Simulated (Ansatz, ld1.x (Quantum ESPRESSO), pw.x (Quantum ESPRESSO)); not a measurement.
# tungsten: one change to the ultrasoft potential, in the atom and in the fcc crystal

- Element: tungsten
- Generator: ld1.x (Quantum ESPRESSO) 7.5
- Type: ultrasoft
- Functional: PBE
- Relativity: scalar-relativistic
- Frozen core: [Xe] 4f14
- Valence charge: 6
- Reference configuration: 5d4 6s1.5 6p0 (charge +0.5)
- Partial waves: 6s (bound): rcut 2.60, rcutus 3.00 bohr; 6s channel at 0.05 Ry: rcut 2.60, rcutus 3.00 bohr; 6p (bound, empty): rcut 2.75, rcutus 3.50 bohr; 6p channel at 4.15 Ry: rcut 2.75, rcutus 3.50 bohr; 5d (bound): rcut 2.40, rcutus 2.75 bohr; 5d channel at 3.3 Ry: rcut 2.40, rcutus 2.75 bohr
- Local potential: all-electron potential smoothed inside 2.75 bohr (lloc = -2)
- Core correction: Bessel-smoothed model core, default radius (core density twice the valence density)
- Augmentation charge: PSQ, inside the norm-conserving radii

Change: waves 5d (bound): rcut 2.40, rcutus 2.82 bohr; 5d channel at 3.3 Ry: rcut 2.40, rcutus 2.82 bohr.

Cutoffs, loose and tight: the cutoffs (Ry, on a coarse ladder) from which the occupation-weighted sum of valence levels, in a spherical-Bessel basis at the reference potential, stays within 10 and 1 mRy of its value at 400 Ry. They do not see the model core or the augmentation charge, which bear on the density cutoff. Test errors are all-electron minus pseudo excitation energies from the reference, over the configurations 5d4 6s2 6p0; 5d4 6s1 6p0; 5d4 6s0 6p0; 5d4 6s0 6p1; 5d4 6s0 6p2; 5d4 6s1 6p1; 5d3 6s2 6p0; variants that change the core or the reference have their own tests.

Crystal test: fcc W in pw.x 7.5, no spin, 14³ k-points, Fermi–Dirac smearing 0.01 Ry, cutoffs set for each file from its atomic test. The reference is all-electron LAPW (Ansatz 0.2.0) with the same functional, mesh and smearing; V0 and B0 come from Birch–Murnaghan fits to the pressures at five volumes. Errors are pseudo minus all-electron; Δ is the rms difference of the E(V) curves that follow from these fits, minima aligned, over ±6 % about the mean V0. Mesh and smearing are coarse, so the numbers serve the comparison and aren't converged zero-temperature values; the lattice is a test structure that the element need not adopt.

All-electron: a0 = 4.039 Å (V0 = 16.47 Å³/atom), B0 = 280.9 GPa.

**Question.** Does the change bring the crystal closer to the all-electron result?

**Answer.** The mean pressure error goes from +9.16 to +11.49 GPa, so the change moves the solid further from the all-electron pressures.

| quantity | base | changed |
| --- | --- | --- |
| outcome (atom) | generated | generated |
| cutoff, loose (atom) | 12 Ry | 12 Ry |
| cutoff, tight (atom) | 18 Ry | 18 Ry |
| bound ghosts (atom) | none | none |
| largest test error (meV) (atom) | -53 | -64 |
| cutoffs in pw.x (Ry) | 40/320 | 40/320 |
| a0 (Å) | 4.083 | 4.094 |
| a0 error (%) | +1.07 | +1.35 |
| B0 error (%) | -4.8 | -6.6 |
| Δ (meV/atom) | 32.1 | 40.1 |
| mean pressure error (GPa) | +9.16 | +11.49 |

Base: The largest radius (3.50 bohr) exceeds half the bond length (2.70 bohr), so the spheres overlap, which is one possible source of error among others. This is a poor potential for the solid. Changed file: The largest radius (3.50 bohr) exceeds half the bond length (2.70 bohr), so the spheres overlap, which is one possible source of error among others. This is a poor potential for the solid. The atomic cutoffs weigh occupied waves only.
